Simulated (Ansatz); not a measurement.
Te:

```
Te
1.0
     4.45400    0.00000    0.00000
    -2.22700    3.85728    0.00000
     0.00000    0.00000    5.92400
Te
3
Direct
  0.73100 0.73100 0.00000
  0.00000 0.26900 0.66667
  0.26900 0.00000 0.33333
```

| Item | Value |
| --- | --- |
| Program | Ansatz 0.2.0 |
| Task | relaxation of cell and atoms |
| Functional | PBE |
| Dispersion | D3(BJ)-ATM |
| Potentials or basis | Ansatz PAW |
| Cutoff | 420 eV (not typed: the program's choice for these potentials) |
| k mesh | 7 × 7 × 5 |
| Occupations | fermi-dirac, width 0.05 eV |
| Spin | no spin polarisation |

At the start: volume 33.93 Å³/atom.

**Question.** How do energy, volume and symmetry change on relaxing?

**Answer.** It ends after 6 steps and the volume is 32.36 Å³/atom (-4.6 %); space group P3_121 (No. 152, to 0.05 Å).

The path:
```csv
step,energy change (eV),largest force (eV/Å),volume (Å³)
1,0.0000,0.1511,101.78
2,-0.0208,0.0882,98.52
3,-0.0254,0.0713,97.48
4,-0.0272,0.0017,96.42
5,-0.0275,0.0026,97.07
6,-0.0267,0.0026,97.07
```

Final structure:
```xyz
3
Lattice="4.3359 0.0000 0.0000 -2.1679 3.7550 0.0000 0.0000 0.0000 5.9621" Properties=species:S:1:pos:R:3 pbc="T T T"
Te    1.5539    2.6915    0.0000
Te   -0.6140    1.0635    3.9747
Te    1.2280    0.0000    1.9874
```

Caveat: the plane-wave basis is chosen anew once the cell has moved, so the energies of steps on either side of that aren't comparable.
